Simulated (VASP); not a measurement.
# Tl (Fm-3m) in VASP: relaxation of cell and atoms with r2SCAN+D4

Aim: the relaxation of cell and atoms of Tl with r2SCAN+D4.

All numbers are computed with VASP 6.6.1; they aren't measurements. Logs are shortened: lines on timing, memory, paths and dates and some standing lists are left out, and cuts for length are marked.

### Step 1. The undisturbed crystal

It takes space group Fm-3m (No. 225, cubic). The conventional cell has a = 4.933 Å, b = 4.933 Å, c = 4.933 Å, α = 90.00°, β = 90.00°, γ = 90.00°. Around Tl (site symmetry m-3m) lie 12 Tl at 3.49 Å.

This isn't the form of Tl at room conditions, which is hcp.

### Step 2. Relaxation of cell and atoms, r2SCAN+D4 (volume scaled by 0.92)

The input, INCAR:

```
PREC = Accurate
ENCUT = 680
EDIFF = 1E-6
ISMEAR = 0
SIGMA = 0.05
LREAL = F
LASPH = T
NELM = 80
ALGO = Normal
ISIF = 3
LWAVE = F
LCHARG = F
METAGGA = R2SCAN
LMIXTAU = T
IVDW = 13
VDW_S6 = 1.0
VDW_S8 = 0.6018749
VDW_A1 = 0.51559235
VDW_A2 = 5.77342911
IBRION = 2
NSW = 40
EDIFFG = -0.01
```

The input, KPOINTS:

```
regular mesh
0
Gamma
  9 9 9
```

The input, POSCAR:

```
Tl
3.3923
    0.000000000000      0.707111966778      0.707111966778
    0.707111966778      0.000000000000      0.707111966778
    0.707111966778      0.707111966778      0.000000000000
Tl
1
Direct
    0.0000000000      0.0000000000      0.0000000000
```

Potentials or basis: VASP PAW PBE potentials, release 64 (Tl_d_GW).

Started as:

```sh
$ cat potpaw_PBE.64/Tl_d_GW/POTCAR > POTCAR
$ mpirun -np 1 vasp_std > vasp.out
```

OUTCAR:

```text
PREC = Accurate
   ENCUT = 680
   EDIFF = 1E-6
   ISMEAR = 0
   LREAL = F
   LASPH = T
   NELM = 80
   ISIF = 3
   METAGGA = R2SCAN
   IVDW = 13
   IBRION = 2
   NSW = 40
   EDIFFG = -0.01

 ion  position               nearest neighbor table
   1  0.000  0.000  0.000-

  LATTYP: Found a face centered cubic cell.
 ALAT       =     4.7974718498

  Lattice vectors:

 A1 = (   0.0000000000,   2.3987359249,   2.3987359249)
 A2 = (   2.3987359249,   0.0000000000,   2.3987359249)
 A3 = (   2.3987359249,   2.3987359249,   0.0000000000)

Analysis of symmetry for initial positions (statically):
=====================================================================
 Subroutine PRICEL returns:
 Original cell was already a primitive cell.

 Routine SETGRP: Setting up the symmetry group for a
 face centered cubic supercell.

 Subroutine GETGRP returns: Found 48 space group operations
 (whereof 48 operations were pure point group operations)
 out of a pool of 48 trial point group operations.

The static configuration has the point symmetry O_h .

Analysis of symmetry for dynamics (positions and initial velocities):
=====================================================================
 Subroutine PRICEL returns:
 Original cell was already a primitive cell.

 Routine SETGRP: Setting up the symmetry group for a
 face centered cubic supercell.

 Subroutine GETGRP returns: Found 48 space group operations
 (whereof 48 operations were pure point group operations)
 out of a pool of 48 trial point group operations.

The dynamic configuration has the point symmetry O_h .

 Subroutine INISYM returns: Found 48 space group operations
 (whereof 48 operations are pure point group operations),
 and found     1 'primitive' translations

----------------------------------------------------------------------------------------

                                     Primitive cell

  volume of cell :      27.6043

  direct lattice vectors                    reciprocal lattice vectors
     0.000000000  2.398735925  2.398735925    -0.208443120  0.208443120  0.208443120
     2.398735925  0.000000000  2.398735925     0.208443120 -0.208443120  0.208443120
     2.398735925  2.398735925  0.000000000     0.208443120  0.208443120 -0.208443120

  length of vectors
     3.392324878  3.392324878  3.392324878     0.361034074  0.361034074  0.361034074

  position of ions in fractional coordinates (direct lattice)
     0.000000000  0.000000000  0.000000000

  ion indices of the primitive-cell ions
   primitive index   ion index
                 1           1

----------------------------------------------------------------------------------------

 KPOINTS: regular mesh

Automatic generation of k-mesh.
 Grid dimensions read from file:
 generate k-points for:    9    9    9

 Generating k-lattice:

  Cartesian coordinates                     Fractional coordinates (reciprocal lattice)
    -0.023160347  0.023160347  0.023160347     0.111111111  0.000000000  0.000000000
     0.023160347 -0.023160347  0.023160347     0.000000000  0.111111111  0.000000000
     0.023160347  0.023160347 -0.023160347     0.000000000  0.000000000  0.111111111

  Length of vectors
     0.040114897  0.040114897  0.040114897

  Shift w.r.t. Gamma in fractional coordinates (k-lattice)
     0.000000000  0.000000000  0.000000000

 Subroutine IBZKPT returns following result:
[... 54 lines left out ...]
   NFREE  =      1    steps in history (QN), initial steepest desc. (CG)
   ISIF   =      3    stress and relaxation
   ISYM   =      2    0-nonsym 1-usesym 2-fastsym
   POTIM  = 0.5000    time-step for ionic-motion
   TEBEG  =    0.0;   TEEND  =   0.0 temperature during run
   PSTRESS=    0.0 pullay stress
   NELECT =      15.0000    total number of electrons
   NUPDOWN=      -1.0000    fix difference up-down
   EMIN   =  10.00;   EMAX   =-10.00  energy-range for DOS
   EFERMI =   0.00;   METHOD = LEGACY
   ISMEAR =     0;   SIGMA  =   0.05  broadening in eV -4-tet -1-fermi 0-gaus
   EFERMI_NEDOS =   21; number of points for ismear=-14 and -15
   IALGO  =     38    algorithm
   IMIX   =      4    mixing-type and parameters
     AMIX     =   0.40;   BMIX     =  1.00
     AMIX_MAG =   1.60;   BMIX_MAG =  1.00
  volume/ion in A,a.u.               =      27.60       186.28
  Fermi-wavevector in a.u.,A,eV,Ry     =   1.335917  2.524517 24.281967  1.784674
  Thomas-Fermi vector in A             =   2.464584
   LORBIT       =      0    0 simple, 1 ext, 2 COOP (PROOUT), +10 PAW based schemes
   METAGGA = R2SCAN    functional components
   LHFCALC =     F    Hartree Fock is set to
   AEXX    =    0.0000 exact exchange contribution
   IVDW    =    13    specifies the selected vdW correction
   LEPSILON=     F    determine dielectric tensor
   LRPA    =     F    only Hartree local field effects (RPA)
 conjugate gradient relaxation of ions
 non-spin polarized calculation
 Gauss-broadening in eV      SIGMA  =   0.05
  energy-cutoff  :      680.00
  volume of cell :       27.60
 maximum number of plane-waves:      1139
 NGX is ok and might be reduce to    30
   NGX = 15   NGY = 15   NGZ = 15

--------------------------------------- Ionic step        1  -------------------------------------------

 number of electron      14.9999998 magnetization

 Free energy of the ion-electron system (eV)
  ---------------------------------------------------
  ext. energy  EPLUGINS =         0.00000000
  ---------------------------------------------------
  free energy    TOTEN  =       -53.05228997 eV

  energy without entropy =      -53.05176384  energy(sigma->0) =      -53.05202691

------------------------ aborting loop because EDIFF is reached ----------------------------------------

  DFT-D4 for vdW energy calculation

  Edisp (eV):   -0.11916

  FORCE on cell =-STRESS in cart. coord.  units (eV):
  Direction    XX          YY          ZZ          XY          YZ          ZX
  --------------------------------------------------------------------------------------
  -------------------------------------------------------------------------------------
  Total       0.45364     0.45364     0.45364     0.00000    -0.00000    -0.00000
  in kB      26.32949    26.32949    26.32949     0.00000    -0.00000    -0.00000
  external pressure =       26.33 kB  Pullay stress =        0.00 kB

 VOLUME and BASIS-vectors are now :
 -----------------------------------------------------------------------------
  energy-cutoff  :      680.00
  volume of cell :       27.60
      direct lattice vectors                 reciprocal lattice vectors
     0.000000000  2.398735925  2.398735925    -0.208443120  0.208443120  0.208443120
     2.398735925  0.000000000  2.398735925     0.208443120 -0.208443120  0.208443120
     2.398735925  2.398735925  0.000000000     0.208443120  0.208443120 -0.208443120

 POSITION                                       TOTAL-FORCE (eV/Angst)
 -----------------------------------------------------------------------------------
      0.00000      0.00000      0.00000         0.000000      0.000000      0.000000
 -----------------------------------------------------------------------------------
    total drift:                                0.000000     -0.000000     -0.000000

  FREE ENERGIE OF THE ION-ELECTRON SYSTEM (eV)
  ---------------------------------------------------
  free  energy   TOTEN  =       -53.1714456034 eV

  energy  without entropy=      -53.1709194755  energy(sigma->0) =      -53.17118254

--------------------------------------- Ionic step        2  -------------------------------------------

 number of electron      15.0000002 magnetization

 Free energy of the ion-electron system (eV)
  ---------------------------------------------------
  ext. energy  EPLUGINS =         0.00000000
  ---------------------------------------------------
  free energy    TOTEN  =       -53.07353118 eV

  energy without entropy =      -53.07309973  energy(sigma->0) =      -53.07331545

 E-fermi :   2.9899     XC(G=0): -10.8153

 val. band max:        2.8691122841   @ k =  -0.4444   0.3333   0.1111
 cond. band min:       3.0343593369   @ k =  -0.3333   0.4444   0.2222
 fundamental gap:      0.1652470528
 Fermi energy:         2.9898646168

 k-point     1 :       0.0000    0.0000    0.0000
  band No.  band energies     occupation
      1    -126.4568      2.00000
      2      -9.1308      2.00000
      3      -9.1308      2.00000
      4      -9.1308      2.00000
      5      -8.8667      2.00000
      6      -8.8667      2.00000
      7      -7.2335      2.00000
      8      13.3477      0.00000
      9      13.3477      0.00000
     10      13.3477      0.00000
     11      14.5006      0.00000
[... 309 lines left out ...]
 k-point    24 :       0.4444    0.4444    0.0000
  band No.  band energies     occupation
      1    -126.4565      2.00000
      2      -9.4566      2.00000
      3      -9.3423      2.00000
      4      -8.6516      2.00000
      5      -8.5838      2.00000
      6      -8.5838      2.00000
      7      -1.6494      2.00000
      8       2.1318      2.00000
      9       7.2519      0.00000
     10       7.2519      0.00000
     11      10.9294      0.00000

 [... further k-points ...]

------------------------ aborting loop because EDIFF is reached ----------------------------------------

  DFT-D4 for vdW energy calculation

  Edisp (eV):   -0.11213

  FORCE on cell =-STRESS in cart. coord.  units (eV):
  Direction    XX          YY          ZZ          XY          YZ          ZX
  --------------------------------------------------------------------------------------
  -------------------------------------------------------------------------------------
  Total      -0.00244    -0.00244    -0.00244     0.00000     0.00000     0.00000
  in kB      -0.13282    -0.13282    -0.13282     0.00000     0.00000     0.00000
  external pressure =       -0.13 kB  Pullay stress =        0.00 kB

 VOLUME and BASIS-vectors are now :
 -----------------------------------------------------------------------------
  energy-cutoff  :      680.00
  volume of cell :       29.46
      direct lattice vectors                 reciprocal lattice vectors
    -0.000000000  2.451231519  2.451231519    -0.203979100  0.203979100  0.203979100
     2.451231519 -0.000000000  2.451231519     0.203979100 -0.203979100  0.203979100
     2.451231519  2.451231519 -0.000000000     0.203979100  0.203979100 -0.203979100

 POSITION                                       TOTAL-FORCE (eV/Angst)
 -----------------------------------------------------------------------------------
      0.00000      0.00000      0.00000        -0.000000     -0.000000     -0.000000
 -----------------------------------------------------------------------------------
    total drift:                               -0.000000     -0.000000      0.000000

  FREE ENERGIE OF THE ION-ELECTRON SYSTEM (eV)
  ---------------------------------------------------
  free  energy   TOTEN  =       -53.1856656538 eV

  energy  without entropy=      -53.1852342055  energy(sigma->0) =      -53.18544993

 reached required accuracy - stopping structural energy minimisation
```

Run time: 71 s. Hardware: 1 thread of Intel Xeon 6975P-C (Granite Rapids), shared host; peak memory 0.2 GiB.

What came out:

* Free energy: -53.1857 eV
* Relaxed volume: 29.46 Å³/atom
* Relaxed cell: a = 3.467 Å, b = 3.467 Å, c = 3.467 Å, α = 60.00°, β = 60.00°, γ = 60.00°
* Space group after relaxing (to 0.05 Å): Fm-3m (No. 225)
* Energy gained by relaxing: 14.2 meV/atom
* Ionic steps: 2
* Pressure after relaxing: 0.0 GPa
* Band gap on the k mesh: none (metal or under the smearing width)
* Dispersion energy per atom: -0.112 eV

Step by step:
```
step  energy change (eV)  largest force (eV/Å)  pressure (GPa)  volume (Å³)
   1              0.0000                0.0000            2.63        27.60
   2             -0.0142                0.0000           -0.01        29.46
```

Final structure:
```yaml
crystal:
  lattice:
    - [0.00000, 2.45123, 2.45123]
    - [2.45123, 0.00000, 2.45123]
    - [2.45123, 2.45123, 0.00000]
  atoms:
    - { symbol: Tl, position: [0.00000, 0.00000, 0.00000] }
```

Caveat: the PAW data sets were made with another functional, which shifts forces and pressure a little; pairwise dispersion overbinds metals, which lowers pressure and volume. Spin-orbit coupling is left out, which matters for the levels of Tl.

### Step 3. The reference run

An earlier run on the cell as given: functional PBE; potentials or basis VASP PAW PBE potentials, release 64 (Tl_d); cutoff 520 eV; k mesh 9 × 9 × 9; occupations fermi-dirac, width 0.05 eV; no spin polarisation.

* Pressure: 1.1 GPa
* Band gap on the k mesh: none (metal or under the smearing width)
